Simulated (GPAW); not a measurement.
# InPd (Pm-3m) in GPAW: tuning eigensolver

Aim: find the choice of eigensolver that runs InPd fastest, at PBEsol. This setting moves, with any that are tied to it; all else stays.

Everything below comes from runs of GPAW 26.7.0. Logs are shortened: lines on timing, memory, paths and dates and some standing lists are left out, and cuts for length are marked. The log counts tension as positive stress, the text compression.

**1. The structure**

It takes space group Pm-3m (No. 221, cubic). The conventional cell has a = 3.272 Å, b = 3.272 Å, c = 3.272 Å, α = 90.00°, β = 90.00°, γ = 90.00°. In (site symmetry m-3m) is surrounded by 8 Pd at 2.83 Å. Pd (site symmetry m-3m) is surrounded by 8 In at 2.83 Å.

The cell comes from a database or a generator and needn't be the stable form of this composition.

**2. With eigensolver default**

run.py

```python
from ase.dft.bandgap import bandgap
from ase.io import read, write
from ase.units import GPa
from gpaw import GPAW, PW, setup_paths

setup_paths.insert(0, '.')

atoms = read('InPd.xyz')

calc = GPAW(mode=PW(600),
            xc='PBEsol',
            kpts={'size': (8, 8, 8), 'gamma': True},
            occupations={'name': 'fermi-dirac', 'width': 0.05},
            nbands=26,
            convergence={'density': 1e-05, 'energy': 1e-05},
            maxiter=100,
            txt='gpaw.txt')
atoms.calc = calc
energy = atoms.get_potential_energy()
forces = atoms.get_forces()
stress = atoms.get_stress()
calc.write('gs.gpw')
write('result.traj', atoms)
print(f'Energy: {energy:.6f} eV')
print('Forces (eV/A):')
print(forces.round(4))
print('Stress (GPa):', (stress / GPa).round(3))
print('Fermi level:', round(calc.get_fermi_level(), 4), 'eV')
print(f'Gap: {bandgap(calc)[0]:.4f} eV, direct: {bandgap(calc, direct=True)[0]:.4f} eV')
```

InPd.xyz

```xyz
2
Lattice="3.2718847800 0.0000000000 0.0000000000 0.0000000000 3.2718847800 0.0000000000 0.0000000000 0.0000000000 3.2718847800" Properties=species:S:1:pos:R:3 pbc="T T T"
In     0.0000000000      0.0000000000      0.0000000000
Pd     1.6359423900      1.6359423900      1.6359423900
```

Potentials or basis: PAW data sets generated in the run's folder for this functional, pw.

Run with:

```
gpaw-setup -f PBEsol In Pd
OMP_NUM_THREADS=1 python run.py
```

It took 33 s on 1 thread of Arm Neoverse N1, host not shared; peak memory 0.16 GiB.

The run converged. Its results:

```yaml
Free_energy: -8.8736 eV
Pressure: -3.1 GPa
Band_gap_on_the_k_mesh: none (metal or under the smearing width)
```

**3. With eigensolver davidson niter=2**

run.py: that of step 2 with these lines changed.

```diff
@@ -15,2 +15,3 @@
             convergence={'density': 1e-05, 'energy': 1e-05},
+            eigensolver={'name': 'davidson', 'niter': 2},
             maxiter=100,
```

InPd.xyz is that of step 2.

Potentials or basis: PAW data sets generated in the run's folder for this functional, pw.

Run with:

```
gpaw-setup -f PBEsol In Pd
OMP_NUM_THREADS=1 python run.py
```

It took 31 s on 1 thread of Arm Neoverse N1, host not shared; peak memory 0.16 GiB.

Results (log left out):

```
Free energy            : -8.8736 eV
Pressure               : -3.1 GPa
Band gap on the k mesh : none (metal or under the smearing width)
```

**4. With eigensolver davidson niter=4**

run.py: that of step 3 with these lines changed.

```diff
@@ -15,3 +15,3 @@
             convergence={'density': 1e-05, 'energy': 1e-05},
-            eigensolver={'name': 'davidson', 'niter': 2},
+            eigensolver={'name': 'davidson', 'niter': 4},
             maxiter=100,
```

InPd.xyz is that of step 3.

Run with:

```
gpaw-setup -f PBEsol In Pd
OMP_NUM_THREADS=1 python run.py
```

It took 42 s on 1 thread of Arm Neoverse N1, host not shared; peak memory 0.16 GiB.

It converged, with:

| Property | Result |
| --- | --- |
| Free energy | -8.8736 eV |
| Pressure | -3.1 GPa |
| Band gap on the k mesh | none (metal or under the smearing width) |

**5. With eigensolver rmm-diis**

run.py: that of step 4 with these lines changed.

```diff
@@ -15,3 +15,3 @@
             convergence={'density': 1e-05, 'energy': 1e-05},
-            eigensolver={'name': 'davidson', 'niter': 4},
+            eigensolver='rmm-diis',
             maxiter=100,
```

InPd.xyz is that of step 4.

Run with:

```
gpaw-setup -f PBEsol In Pd
OMP_NUM_THREADS=1 python run.py
```

Run time: 1.8 min. Hardware: 1 thread of Arm Neoverse N1, host not shared; peak memory 0.16 GiB.

The run did not converge.

**6. With eigensolver ppcg**

run.py: that of step 5 with these lines changed.

```diff
@@ -15,3 +15,3 @@
             convergence={'density': 1e-05, 'energy': 1e-05},
-            eigensolver='rmm-diis',
+            eigensolver='ppcg',
             maxiter=100,
```

InPd.xyz is that of step 5.

Potentials or basis: PAW data sets generated in the run's folder for this functional, pw.

Run with:

```
gpaw-setup -f PBEsol In Pd
OMP_NUM_THREADS=1 python run.py
```

Wall time 33 s (1 thread of Arm Neoverse N1, host not shared); peak memory 0.16 GiB.

The run converged. Its results:

* Free energy: -8.8736 eV
* Pressure: -3.1 GPa
* Band gap on the k mesh: none (metal or under the smearing width)

**7. With eigensolver cg**

run.py: that of step 6 with these lines changed.

```diff
@@ -15,3 +15,3 @@
             convergence={'density': 1e-05, 'energy': 1e-05},
-            eigensolver='ppcg',
+            eigensolver='cg',
             maxiter=100,
```

InPd.xyz is that of step 6.

Potentials or basis: PAW data sets generated in the run's folder for this functional, pw.

Run with:

```
gpaw-setup -f PBEsol In Pd
OMP_NUM_THREADS=1 python run.py
```

gpaw.txt:

```text
___ ___ ___ _ _ _
 |   |   |_  | | | |
 | | | | | . | | | |
 |__ |  _|___|_____|  26.7.0
 |___|_|

Input parameters:
  convergence: {density: 1e-05,
                energy: 1e-05}
  eigensolver: cg
  kpts: {gamma: True,
         size: (8, 8, 8)}
  maxiter: 100
  mode: {ecut: 600.0,
         name: pw}
  nbands: 26
  occupations: {name: fermi-dirac,
                width: 0.05}
  xc: PBEsol

System changes: positions, numbers, cell, pbc, initial_charges, initial_magmoms

Initialize ...

species:
  In:
    name:    Indium
    Z:       49.0
    valence: 13
    core:    36
    charge:  0.0  # [|e|]
    compensation charges:
      type: gauss
      rc: 0.36  # [Å]
      lmax: 2
    cutoffs:
      filter: 2.09  # [Å]
      core: 2.48  # [Å]
    projectors
    | kind |    occ | energy [eV] | rcut [Å] |
    |------|--------|-------------|----------|
    |   5s |  2.000 |      -8.248 |    1.185 |
    |   5p |  1.000 |      -2.521 |    1.244 |
    |   4d | 10.000 |     -18.596 |    1.148 |
    |    s |        |      18.964 |    1.185 |
    |    p |        |      24.691 |    1.244 |
    |    d |        |       8.615 |    1.148 |

    Using partial waves for In as LCAO basis

  Pd:
    name:    Palladium
    Z:       46.0
    valence: 16
    core:    30
    charge:  0.0  # [|e|]
    compensation charges:
      type: gauss
      rc: 0.38  # [Å]
      lmax: 2
    cutoffs:
      filter: 2.38  # [Å]
      core: 2.28  # [Å]
    projectors
    | kind |    occ | energy [eV] | rcut [Å] |
    |------|--------|-------------|----------|
    |   5s |  0.000 |      -3.290 |    1.228 |
    |   4p |  6.000 |     -51.151 |    1.360 |
    |   5p |  0.000 |      -0.235 |    1.360 |
    |   4d | 10.000 |      -4.049 |    1.228 |
    |    s |        |      23.922 |    1.228 |
    |    d |        |      23.162 |    1.228 |

    Using partial waves for Pd as LCAO basis

Reference energy: -297063.209408  # eV

Spin-paired calculation

Convergence criteria:
 Maximum [total energy] change in last 3 cyles: 1e-05 eV / valence electron
 Maximum integral of absolute [dens]ity change: 1e-05 electrons / valence electron
 Maximum integral of absolute [eigenst]ate change: 4e-08 eV^2 / valence electron
 Maximum number of scf [iter]ations: 100
 (Square brackets indicate name in SCF output, whereas a 'c' in
 the SCF output indicates the quantity has converged.)

Symmetries present (total): 48

  ( 1  0  0)  ( 1  0  0)  ( 1  0  0)  ( 1  0  0)  ( 1  0  0)  ( 1  0  0)
  ( 0  1  0)  ( 0  1  0)  ( 0  0  1)  ( 0  0  1)  ( 0  0 -1)  ( 0  0 -1)
  ( 0  0  1)  ( 0  0 -1)  ( 0  1  0)  ( 0 -1  0)  ( 0  1  0)  ( 0 -1  0)

  ( 1  0  0)  ( 1  0  0)  ( 0  1  0)  ( 0  1  0)  ( 0  1  0)  ( 0  1  0)
  ( 0 -1  0)  ( 0 -1  0)  ( 1  0  0)  ( 1  0  0)  ( 0  0  1)  ( 0  0  1)
  ( 0  0  1)  ( 0  0 -1)  ( 0  0  1)  ( 0  0 -1)  ( 1  0  0)  (-1  0  0)

  ( 0  1  0)  ( 0  1  0)  ( 0  1  0)  ( 0  1  0)  ( 0  0  1)  ( 0  0  1)
  ( 0  0 -1)  ( 0  0 -1)  (-1  0  0)  (-1  0  0)  ( 1  0  0)  ( 1  0  0)
  ( 1  0  0)  (-1  0  0)  ( 0  0  1)  ( 0  0 -1)  ( 0  1  0)  ( 0 -1  0)

  ( 0  0  1)  ( 0  0  1)  ( 0  0  1)  ( 0  0  1)  ( 0  0  1)  ( 0  0  1)
  ( 0  1  0)  ( 0  1  0)  ( 0 -1  0)  ( 0 -1  0)  (-1  0  0)  (-1  0  0)
  ( 1  0  0)  (-1  0  0)  ( 1  0  0)  (-1  0  0)  ( 0  1  0)  ( 0 -1  0)

  ( 0  0 -1)  ( 0  0 -1)  ( 0  0 -1)  ( 0  0 -1)  ( 0  0 -1)  ( 0  0 -1)
  ( 1  0  0)  ( 1  0  0)  ( 0  1  0)  ( 0  1  0)  ( 0 -1  0)  ( 0 -1  0)
  ( 0  1  0)  ( 0 -1  0)  ( 1  0  0)  (-1  0  0)  ( 1  0  0)  (-1  0  0)

  ( 0  0 -1)  ( 0  0 -1)  ( 0 -1  0)  ( 0 -1  0)  ( 0 -1  0)  ( 0 -1  0)
  (-1  0  0)  (-1  0  0)  ( 1  0  0)  ( 1  0  0)  ( 0  0  1)  ( 0  0  1)
  ( 0  1  0)  ( 0 -1  0)  ( 0  0  1)  ( 0  0 -1)  ( 1  0  0)  (-1  0  0)

  ( 0 -1  0)  ( 0 -1  0)  ( 0 -1  0)  ( 0 -1  0)  (-1  0  0)  (-1  0  0)
  ( 0  0 -1)  ( 0  0 -1)  (-1  0  0)  (-1  0  0)  ( 0  1  0)  ( 0  1  0)
  ( 1  0  0)  (-1  0  0)  ( 0  0  1)  ( 0  0 -1)  ( 0  0  1)  ( 0  0 -1)

  (-1  0  0)  (-1  0  0)  (-1  0  0)  (-1  0  0)  (-1  0  0)  (-1  0  0)
  ( 0  0  1)  ( 0  0  1)  ( 0  0 -1)  ( 0  0 -1)  ( 0 -1  0)  ( 0 -1  0)
  ( 0  1  0)  ( 0 -1  0)  ( 0  1  0)  ( 0 -1  0)  ( 0  0  1)  ( 0  0 -1)

512 k-points: 8 x 8 x 8 Monkhorst-Pack grid + [1/16,1/16,1/16]
35 k-points in the irreducible part of the Brillouin zone
       k-points in crystal coordinates                weights
   0:     0.00000000    0.00000000    0.00000000          1/512
   1:     0.12500000    0.00000000    0.00000000          6/512
   2:     0.12500000    0.12500000    0.00000000         12/512
   3:     0.12500000    0.12500000    0.12500000          8/512
   4:     0.25000000    0.00000000    0.00000000          6/512
   5:     0.25000000    0.12500000    0.00000000         24/512
   6:     0.25000000    0.12500000    0.12500000         24/512
   7:     0.25000000    0.25000000    0.00000000         12/512
   8:     0.25000000    0.25000000    0.12500000         24/512
   9:     0.25000000    0.25000000    0.25000000          8/512
          ...
  34:     0.50000000    0.50000000    0.50000000          1/512

Wave functions: Plane wave expansion
  Cutoff energy: 600.000 eV
  Number of coefficients (min, max): 1088, 1189
  Pulay-stress correction: 0.000000 eV/Ang^3 (de/decut=0.000000)
  Using FFTW library
  ScaLapack parameters: grid=1x1, blocksize=None
  Wavefunction extrapolation:
    Improved wavefunction reuse through dual PAW basis

Occupation numbers: Fermi-Dirac:
  width: 0.0500  # eV

Eigensolver
   CG(niter=4, rtol=3.0e-01)

Densities:
  Coarse grid: 20*20*20 grid
  Fine grid: 40*40*40 grid
  Total Charge: 0.000000

Density mixing:
  Method: separate
  Backend: msr1
  Linear mixing parameter: 0.05
  old densities: 10
  Width of damping distribution: 1.1
  Damping of long wavelength oscillations: 20

Hamiltonian:
  XC and Coulomb potentials evaluated on a 40*40*40 grid
  Using the PBEsol Exchange-Correlation functional
  External potential:
    NoExternalPotential

XC parameters: PBEsol with 2 nearest neighbor stencil

Number of atoms: 2
Number of atomic orbitals: 21
Number of bands in calculation: 26
Number of valence electrons: 29
Bands to converge: occupied

... initialized

Initializing position-dependent things.

Density initialized from atomic densities
Creating initial wave functions:
  21 bands from LCAO basis set
  5 bands from random numbers

   .-------.
  /|       |
 * |       |
 | |  Pd   |
 | .-------.
 |/       /
 In------*

Atomic positions and initial magnetic moments

Positions:
   0 In     0.000000    0.000000    0.000000    ( 0.0000,  0.0000,  0.0000)
   1 Pd     1.635942    1.635942    1.635942    ( 0.0000,  0.0000,  0.0000)

Unit cell:
           periodic     x           y           z      points  spacing
  1. axis:    yes    3.271885    0.000000    0.000000    20     0.1636
  2. axis:    yes    0.000000    3.271885    0.000000    20     0.1636
  3. axis:    yes    0.000000    0.000000    3.271885    20     0.1636

  Lengths:   3.271885   3.271885   3.271885
  Angles:   90.000000  90.000000  90.000000

Effective grid spacing dv^(1/3) = 0.1636

iter:   1   -10.128155
iter:   2    -9.954254   +0.53  -1.28
iter:   3    -8.936030   +0.02  -1.31
iter:   4    -8.876340   -0.38  -1.88
iter:   5    -8.878593   -0.84  -2.01
iter:   6    -8.867260   -1.20  -2.32
iter:   7    -8.868253   -2.19  -2.97
iter:   8    -8.868418   -2.94  -3.21
iter:   9    -8.868465c  -3.65  -3.38
iter:  10    -8.868471c  -4.53  -3.78
iter:  11    -8.868468c  -4.97  -3.98
iter:  12    -8.868469c  -5.86  -4.32
iter:  13    -8.868469c  -5.96  -4.78
iter:  14    -8.868469c  -6.36  -4.84
iter:  15    -8.868469c  -7.22  -5.83c
iter:  16    -8.868469c  -8.17c -6.22c

Converged after 16 iterations.

Dipole moment: (-0.000000, -0.000000, -0.000000) |e|*Ang

Energy contributions relative to reference atoms: (reference = -297063.209408)

Kinetic:         +8.705797
Potential:      -11.096947
External:        +0.000000
XC:              -6.433852
Entropy (-ST):   -0.010319
Local:           -0.038307
SIC:             +0.000000
--------------------------
Free energy:     -8.873629
Extrapolated:    -8.868469

Showing only first 2 kpts
 Kpt  Band  Eigenvalues  Occupancy
  0    12      7.53160    2.00000
  0    13      7.53160    2.00000
  0    14     13.93301    0.00000
  0    15     13.93301    0.00000

  1    12      7.35064    2.00000
  1    13      7.52014    2.00000
  1    14     12.44472    0.00000
  1    15     14.42663    0.00000

Fermi level: 9.67796

No gap
No difference between direct/indirect transitions

Forces in eV/Ang:
  0 In    0.00000    0.00000    0.00000
  1 Pd   -0.00000   -0.00000   -0.00000

Stress tensor:
     0.019580     0.000000     0.000000
     0.000000     0.019580     0.000000
     0.000000     0.000000     0.019580
Writing to gs.gpw (mode='')
```

Run time: 55 s. Hardware: 1 thread of Arm Neoverse N1, host not shared; peak memory 0.17 GiB.

What came out:

- Free energy: -8.8736 eV
- Pressure: -3.1 GPa
- Band gap on the k mesh: none (metal or under the smearing width)

**8. Result**

```csv
eigensolver,energy less the last converged row (meV/atom),SCF cycles,wall time (s),peak memory (GiB)
default,0.00,10,33,0.16
davidson niter=2,0.00,12,31,0.16
davidson niter=4,0.00,10,42,0.16
rmm-diis,not converged,-,-,-
ppcg,0.00,10,33,0.16
cg,0.00,-,55,0.17
```

Fastest here: davidson niter=2 (31 s), level within noise with default, ppcg; slowest of those that converged: cg (55 s). These are single runs, one after another on one machine, so differences under about a fifth mean little.
